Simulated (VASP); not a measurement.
# AlN (Fm-3m) in VASP: notebook

The runs below take AlN through dielectric tensor, with PBE.

Program: VASP 6.6.1. These are calculated values, not measurements. Logs are shortened: lines on timing, memory, paths and dates and some standing lists are left out, and cuts for length are marked.

## Step 1: The crystal as given

It takes space group Fm-3m (No. 225, cubic). Conventional cell: a = 4.069 Å, b = 4.069 Å, c = 4.069 Å, α = 90.00°, β = 90.00°, γ = 90.00°. Around Al (site symmetry m-3m) lie 6 N at 2.03 Å. Around N (site symmetry m-3m) lie 6 Al at 2.03 Å.

Measurements of this composition are mostly on another form, of space group No. 186.

## Step 2: Dielectric tensor, PBE

Contents of INCAR:

```
ALGO     = Normal         # electronic algorithm
EDIFF    = 1E-7           # SCF threshold, eV
ENCUT    = 350            # plane-wave cutoff, eV
GGA      = PE             # functional
ISIF     = 2              # what is computed and relaxed
ISMEAR   = 0              # smearing method
LASPH    = True           # aspherical terms in the spheres
LCHARG   = False          # write CHGCAR
LEPSILON = True           # dielectric tensor by DFPT
LREAL    = False          # projectors in reciprocal space
LWAVE    = False          # write WAVECAR
NELM     = 100            # most SCF steps
PREC     = Accurate       # precision mode
SIGMA    = 0.01           # smearing width, eV
```

Contents of KPOINTS:

```
k-points
0
Gamma
  9 9 9
```

Contents of POSCAR:

```
AlN
1.0
    0.0000000000      2.0345180000      2.0345180000
    2.0345180000      0.0000000000      2.0345180000
    2.0345180000      2.0345180000      0.0000000000
Al N
1 1
Direct
    0.5000000000      0.5000000000      0.5000000000
    0.0000000000      0.0000000000      0.0000000000
```

Potentials or basis: VASP PAW PBE potentials, release 64 (Al, N).

On the command line:

```console
cat potpaw_PBE.64/Al/POTCAR potpaw_PBE.64/N/POTCAR > POTCAR
mpirun -np 1 vasp_std > vasp.out
```

OUTCAR:

```text
EDIFF = 1E-7
   ENCUT = 350
   GGA = PE
   ISIF = 2
   ISMEAR = 0
   LASPH = True
   LEPSILON = True
   LREAL = False
   NELM = 100
   PREC = Accurate

 Found     35 irreducible k-points:

 Following reciprocal coordinates:
            Coordinates               Weight
  0.000000  0.000000  0.000000      1.000000
  0.111111  0.000000  0.000000      8.000000
  0.222222  0.000000  0.000000      8.000000
  0.333333  0.000000  0.000000      8.000000
  0.444444  0.000000  0.000000      8.000000
  0.111111  0.111111  0.000000      6.000000
   k-points           NKPTS =     35   k-points in BZ     NKDIM =     35   number of bands    NBANDS=      8
   number of dos      NEDOS =    301   number of ions     NIONS =      2
   total plane-waves  NPLWV =   5832
   dimension x,y,z NGX =    18 NGY =   18 NGZ =   18
   dimension x,y,z NGXF=    36 NGYF=   36 NGZF=   36
   ions per type =               1   1
   NGX,Y,Z   is equivalent  to a cutoff of  10.40, 10.40, 10.40 a.u.
   NGXF,Y,Z  is equivalent  to a cutoff of  20.80, 20.80, 20.80 a.u.
 SYSTEM =  unknown system
   PREC   = accura    normal or accurate (medium, high low for compatibility)
   ISTART =      0    job   : 0-new  1-cont  2-samecut
   ICHARG =      2    charge: 1-file 2-atom 10-const
   ISPIN  =      1    spin polarized calculation?
   LNONCOLLINEAR =      F non collinear calculations
   LSORBIT =      F    spin-orbit coupling
   LASPH  =      T    aspherical Exc in radial PAW
   ENCUT  =  350.0 eV  25.72 Ry    5.07 a.u.   4.39  4.39  4.39*2*pi/ulx,y,z
   NELM   =    100;   NELMIN=  2; NELMDL= -5     # of ELM steps
   EDIFF  = 0.1E-06   stopping-criterion for ELM
   LREAL  =      F    real-space projection
   EDIFFG = 0.1E-05   stopping-criterion for IOM
   NSW    =      0    number of steps for IOM
   IBRION =     -1    ionic relax: 0-MD 1-quasi-New 2-CG
   NFREE  =      0    steps in history (QN), initial steepest desc. (CG)
   ISIF   =      2    stress and relaxation
   ISYM   =      2    0-nonsym 1-usesym 2-fastsym
   POTIM  = 0.5000    time-step for ionic-motion
   TEBEG  =    0.0;   TEEND  =   0.0 temperature during run
   PSTRESS=    0.0 pullay stress
   NELECT =       8.0000    total number of electrons
   NUPDOWN=      -1.0000    fix difference up-down
   EMIN   =  10.00;   EMAX   =-10.00  energy-range for DOS
   EFERMI =   0.00;   METHOD = LEGACY
   ISMEAR =     0;   SIGMA  =   0.01  broadening in eV -4-tet -1-fermi 0-gaus
   EFERMI_NEDOS =   21; number of points for ismear=-14 and -15
   IALGO  =     38    algorithm
   IMIX   =      4    mixing-type and parameters
     AMIX     =   0.40;   BMIX     =  1.00
     AMIX_MAG =   1.60;   BMIX_MAG =  1.00
  volume/ion in A,a.u.               =       8.42        56.83
  Fermi-wavevector in a.u.,A,eV,Ry     =   1.277321  2.413786 22.198561  1.631548
  Thomas-Fermi vector in A             =   2.409927
   LORBIT       =      0    0 simple, 1 ext, 2 COOP (PROOUT), +10 PAW based schemes
   GGA     = PE    functional components
   LHFCALC =     F    Hartree Fock is set to
   AEXX    =    0.0000 exact exchange contribution
   IVDW    =     0    specifies the selected vdW correction
   LEPSILON=     T    determine dielectric tensor
   LRPA    =     F    only Hartree local field effects (RPA)
 non-spin polarized calculation
 Gauss-broadening in eV      SIGMA  =   0.01
  energy-cutoff  :      350.00
  volume of cell :       16.84
 maximum number of plane-waves:       265
 NGX is ok and might be reduce to    18
   NGX =  9   NGY =  9   NGZ =  9

--------------------------------------- Ionic step        1  -------------------------------------------

 number of electron       7.9999995 magnetization

 E-fermi :   9.8453     XC(G=0): -12.1998

 val. band max:        9.7301214655   @ k =   0.0000   0.0000   0.0000
 cond. band min:      14.3334184155   @ k =   0.4444   0.4444   0.0000
 fundamental gap:      4.6032969500
 Fermi energy:         9.8452950747

 k-point     1 :       0.0000    0.0000    0.0000
  band No.  band energies     occupation
      1      -7.6851      2.00000
      2       9.7301      2.00000
      3       9.7301      2.00000
      4       9.7301      2.00000
      5      15.0934      0.00000
      6      21.8337      0.00000
      7      21.8337      0.00000
      8      21.8337      0.00000

 k-point     2 :       0.1111    0.0000    0.0000
  band No.  band energies     occupation
      1      -7.4375      2.00000
      2       8.4922      2.00000
      3       9.5809      2.00000
      4       9.5809      2.00000
      5      15.8509      0.00000
      6      20.8061      0.00000
      7      22.1740      0.00000
      8      22.1740      0.00000

 k-point     3 :       0.2222    0.0000    0.0000
  band No.  band energies     occupation
      1      -6.7229      2.00000
      2       6.0633      2.00000
      3       9.2442      2.00000
      4       9.2442      2.00000
      5      16.4584      0.00000
      6      20.5281      0.00000
      7      22.1227      0.00000
      8      22.1227      0.00000

 k-point     4 :       0.3333    0.0000    0.0000
  band No.  band energies     occupation
      1      -5.6687      2.00000
      2       3.5734      2.00000
      3       8.9088      2.00000
      4       8.9088      2.00000
      5      16.0969      0.00000
      6      21.2194      0.00000
      7      21.2194      0.00000
      8      21.7154      0.00000

 k-point     5 :       0.4444    0.0000    0.0000
  band No.  band energies     occupation
      1      -4.6831      2.00000
      2       1.8079      2.00000
      3       8.7095      2.00000
      4       8.7095      2.00000
      5      15.7665      0.00000
      6      20.6426      0.00000
      7      20.6426      0.00000
      8      22.6962      0.00000

 k-point     6 :       0.1111    0.1111    0.0000
  band No.  band energies     occupation
      1      -7.3555      2.00000
      2       8.5845      2.00000
      3       9.2934      2.00000
      4       9.2934      2.00000
      5      16.1772      0.00000
      6      20.0589      0.00000
      7      22.5485      0.00000
      8      22.5485      0.00000

 [... further k-points ...]

  FORCE on cell =-STRESS in cart. coord.  units (eV):
  Direction    XX          YY          ZZ          XY          YZ          ZX
  --------------------------------------------------------------------------------------
  -------------------------------------------------------------------------------------
  Total       -1.1675277     -1.1675277     -1.1675277     -0.0000000     -0.0000000      0.0000000
  in kB     -111.0614058   -111.0614058   -111.0614058     -0.0000000     -0.0000000      0.0000000
  external PRESSURE =    -111.0614058 kB  Pullay stress =       0.0000000 kB

 VOLUME and BASIS-vectors are now :
 -----------------------------------------------------------------------------
  energy-cutoff  :      350.00
  volume of cell :       16.84
      direct lattice vectors                 reciprocal lattice vectors
     0.000000000  2.034518000  2.034518000    -0.245758455  0.245758455  0.245758455
     2.034518000  0.000000000  2.034518000     0.245758455 -0.245758455  0.245758455
     2.034518000  2.034518000  0.000000000     0.245758455  0.245758455 -0.245758455

 POSITION                                       TOTAL-FORCE (eV/Angst)
 -----------------------------------------------------------------------------------
      2.03452      2.03452      2.03452         0.000000      0.000000      0.000000
      0.00000      0.00000      0.00000         0.000000      0.000000      0.000000
 -----------------------------------------------------------------------------------
    total drift:                               -0.000000      0.000000      0.000000

  FREE ENERGIE OF THE ION-ELECTRON SYSTEM (eV)
  ---------------------------------------------------
  free  energy   TOTEN  =       -14.5424834497 eV

  energy  without entropy=      -14.5424834497  energy(sigma->0) =      -14.54248345

 HEAD OF MICROSCOPIC STATIC DIELECTRIC TENSOR (INDEPENDENT PARTICLE, excluding Hartree and local field effects)
 ------------------------------------------------------
           5.353012     0.000000     0.000000
           0.000000     5.353012     0.000000
          -0.000000    -0.000000     5.353012
 ------------------------------------------------------

 Free energy of the ion-electron system (eV)
  ---------------------------------------------------
  ---------------------------------------------------
  free energy    TOTEN  =        -0.21321071 eV

  energy without entropy =       -0.21321071

------------------------ aborting loop because EDIFF is reached ----------------------------------------

--------------------------------------- Ionic step        2  -------------------------------------------

------------------------ aborting loop because EDIFF is reached ----------------------------------------

--------------------------------------- Ionic step        3  -------------------------------------------

 Free energy of the ion-electron system (eV)
  ---------------------------------------------------
  ---------------------------------------------------
  free energy    TOTEN  =        -0.21321071 eV

  energy without entropy =       -0.21321071

------------------------ aborting loop because EDIFF is reached ----------------------------------------

 PIEZOELECTRIC TENSOR FIELD DIRECTION 3  (e Angst)
 -----------------------------------------------------------------------------
     0.00013  0.00000  0.00000           ( -0.00001  0.00000  0.00000)
     0.00000  0.00013  0.00000           (  0.00000 -0.00001  0.00000)
     0.00000 -0.00000 -0.00053           (  0.00000  0.00000 -0.00001)

 PIEZOELECTRIC TENSOR FIELD DIRECTION 3  (C/m^2)
 -----------------------------------------------------------------------------
     0.00013  0.00000  0.00000
     0.00000  0.00013  0.00000
     0.00000 -0.00000 -0.00051

 MACROSCOPIC STATIC DIELECTRIC TENSOR (including local field effects in DFT)
 ------------------------------------------------------
           5.208011     0.000000    -0.000000
          -0.000000     5.208011     0.000000
          -0.000000    -0.000000     5.208011
 ------------------------------------------------------

 PIEZOELECTRIC TENSOR (including local field effects)  for field in x, y, z        (e  Angst)
          XX          YY          ZZ          XY          YZ          ZX
  --------------------------------------------------------------------------------
  x     0.00000     0.00000     0.00000     0.00000     0.00000     0.00000
  y     0.00000     0.00000     0.00000     0.00000     0.00000     0.00000
  z     0.00000     0.00000     0.00000     0.00000     0.00000     0.00000

 PIEZOELECTRIC TENSOR (including local field effects)  for field in x, y, z        (C/m^2)
          XX          YY          ZZ          XY          YZ          ZX
  --------------------------------------------------------------------------------
  x     0.00000     0.00000     0.00000     0.00000     0.00000     0.00000
  y     0.00000     0.00000     0.00000     0.00000     0.00000     0.00000
  z     0.00000     0.00000     0.00000     0.00000     0.00000     0.00000

 BORN EFFECTIVE CHARGES (including local field effects) (in |e|, cummulative output)
 ---------------------------------------------------------------------------------
 ion    1
    1     2.97063     0.00000     0.00000
    2    -0.00000     2.97063     0.00000
    3     0.00000     0.00000     2.97063
 ion    2
    1    -2.97063    -0.00000     0.00000
    2     0.00000    -2.97063     0.00000
    3     0.00000     0.00000    -2.97063
```

It took 25 s on 1 thread of Intel Xeon Platinum 8375C at 2.90GHz (Ice Lake), shared host; peak memory 0.12 GiB.

The run converged, but a check on its numbers failed (symmetry, net force, bounds or a known fault of this set-up), so they aren't taken as properties of the crystal.

Caveat: the cutoff lies under the usual one of these potentials, so the numbers hold a large basis-set error; an odd mesh through Γ misses points on the zone boundary, where band edges often lie.

## Step 3: Dielectric tensor, PBE

INCAR: that of step 2 with these lines changed.

```diff
@@ -1,3 +1,3 @@
 ALGO     = Normal         # electronic algorithm
-EDIFF    = 1E-7           # SCF threshold, eV
+EDIFF    = 1E-8           # SCF threshold, eV
 ENCUT    = 350            # plane-wave cutoff, eV
@@ -9,3 +9,3 @@
 LEPSILON = True           # dielectric tensor by DFPT
-LREAL    = False          # projectors in reciprocal space
+LREAL    = Auto         
 LWAVE    = False          # write WAVECAR
```

KPOINTS is that of step 2.

POSCAR is that of step 2.

Potentials or basis: VASP PAW PBE potentials, release 64 (Al, N).

On the command line:

```console
cat potpaw_PBE.64/Al/POTCAR potpaw_PBE.64/N/POTCAR > POTCAR
mpirun -np 1 vasp_std > vasp.out
```

OUTCAR:

```text
EDIFF = 1E-8
   ENCUT = 350
   GGA = PE
   ISIF = 2
   ISMEAR = 0
   LASPH = True
   LEPSILON = True
   LREAL = Auto
   NELM = 100
   PREC = Accurate

 Found     35 irreducible k-points:

 Following reciprocal coordinates:
            Coordinates               Weight
  0.000000  0.000000  0.000000      1.000000
  0.111111  0.000000  0.000000      8.000000
  0.222222  0.000000  0.000000      8.000000
  0.333333  0.000000  0.000000      8.000000
  0.444444  0.000000  0.000000      8.000000
  0.111111  0.111111  0.000000      6.000000
   k-points           NKPTS =     35   k-points in BZ     NKDIM =     35   number of bands    NBANDS=      8
   number of dos      NEDOS =    301   number of ions     NIONS =      2
   total plane-waves  NPLWV =   5832
   dimension x,y,z NGX =    18 NGY =   18 NGZ =   18
   dimension x,y,z NGXF=    36 NGYF=   36 NGZF=   36
   ions per type =               1   1
   NGX,Y,Z   is equivalent  to a cutoff of  10.40, 10.40, 10.40 a.u.
   NGXF,Y,Z  is equivalent  to a cutoff of  20.80, 20.80, 20.80 a.u.
 SYSTEM =  unknown system
   PREC   = accura    normal or accurate (medium, high low for compatibility)
   ISTART =      0    job   : 0-new  1-cont  2-samecut
   ICHARG =      2    charge: 1-file 2-atom 10-const
   ISPIN  =      1    spin polarized calculation?
   LNONCOLLINEAR =      F non collinear calculations
[... 179 lines left out ...]
  free energy    TOTEN  =        -0.21321028 eV

  energy without entropy =       -0.21321028

------------------------ aborting loop because EDIFF is reached ----------------------------------------

 PIEZOELECTRIC TENSOR FIELD DIRECTION 3  (e Angst)
 -----------------------------------------------------------------------------
     0.00013  0.00000 -0.00000           ( -0.00001  0.00000 -0.00000)
     0.00000  0.00013  0.00000           (  0.00000 -0.00001  0.00000)
    -0.00000  0.00000 -0.00053           ( -0.00000  0.00000 -0.00001)

 PIEZOELECTRIC TENSOR FIELD DIRECTION 3  (C/m^2)
 -----------------------------------------------------------------------------
     0.00013  0.00000 -0.00000
     0.00000  0.00013  0.00000
    -0.00000  0.00000 -0.00051

 MACROSCOPIC STATIC DIELECTRIC TENSOR (including local field effects in DFT)
 ------------------------------------------------------
           5.208005    -0.000000     0.000000
          -0.000000     5.208005    -0.000000
           0.000000     0.000000     5.208005
 ------------------------------------------------------

 PIEZOELECTRIC TENSOR (including local field effects)  for field in x, y, z        (e  Angst)
          XX          YY          ZZ          XY          YZ          ZX
  --------------------------------------------------------------------------------
  x     0.00000     0.00000     0.00000     0.00000     0.00000     0.00000
  y     0.00000     0.00000     0.00000     0.00000     0.00000     0.00000
  z     0.00000     0.00000     0.00000     0.00000     0.00000     0.00000

 PIEZOELECTRIC TENSOR (including local field effects)  for field in x, y, z        (C/m^2)
          XX          YY          ZZ          XY          YZ          ZX
  --------------------------------------------------------------------------------
  x     0.00000     0.00000     0.00000     0.00000     0.00000     0.00000
  y     0.00000     0.00000     0.00000     0.00000     0.00000     0.00000
  z     0.00000     0.00000     0.00000     0.00000     0.00000     0.00000

 BORN EFFECTIVE CHARGES (including local field effects) (in |e|, cummulative output)
 ---------------------------------------------------------------------------------
 ion    1
    1     2.97062    -0.00000    -0.00000
    2    -0.00000     2.97062    -0.00000
    3     0.00000     0.00000     2.97062
 ion    2
    1    -2.97062     0.00000     0.00000
    2     0.00000    -2.97062     0.00000
    3    -0.00000    -0.00000    -2.97062
```

OSZICAR:

```text
N       E                     dE             d eps       ncg     rms          rms(c)
DAV:   1     0.176309210409E+00    0.17631E+00   -0.32648E+03   600   0.653E+02
DAV:   2    -0.160579348551E+02   -0.16234E+02   -0.15734E+02   840   0.921E+01
DAV:   3    -0.162023572691E+02   -0.14442E+00   -0.14442E+00   616   0.111E+01
[... 15 lines left out ...]
RMM:   4    -0.211258949561E+00   -0.10951E-01   -0.32883E-03  1903   0.490E-01    0.608E-02
RMM:   5    -0.213019641150E+00   -0.17607E-02   -0.67422E-05  1925   0.779E-02    0.768E-03
RMM:   6    -0.213152527740E+00   -0.13289E-03   -0.56016E-07  2010   0.849E-03    0.348E-03
RMM:   7    -0.213206977436E+00   -0.54450E-04   -0.15976E-07  1994   0.447E-03    0.215E-04
RMM:   8    -0.213209493739E+00   -0.25163E-05   -0.99593E-10  1967   0.251E-04    0.105E-04
RMM:   9    -0.213210275443E+00   -0.78170E-06   -0.35207E-09  1709   0.164E-04    0.639E-06
```

Run time: 89 s. Hardware: 1 thread of Intel Xeon Platinum 8375C at 2.90GHz (Ice Lake), shared host; peak memory 0.12 GiB.

The run converged, but a check on its numbers failed (symmetry, net force, bounds or a known fault of this set-up), so they aren't taken as properties of the crystal.

Caveat: the cutoff lies under the usual one of these potentials, so the numbers hold a large basis-set error; an odd mesh through Γ misses points on the zone boundary, where band edges often lie.

[end of part 1 of 3]
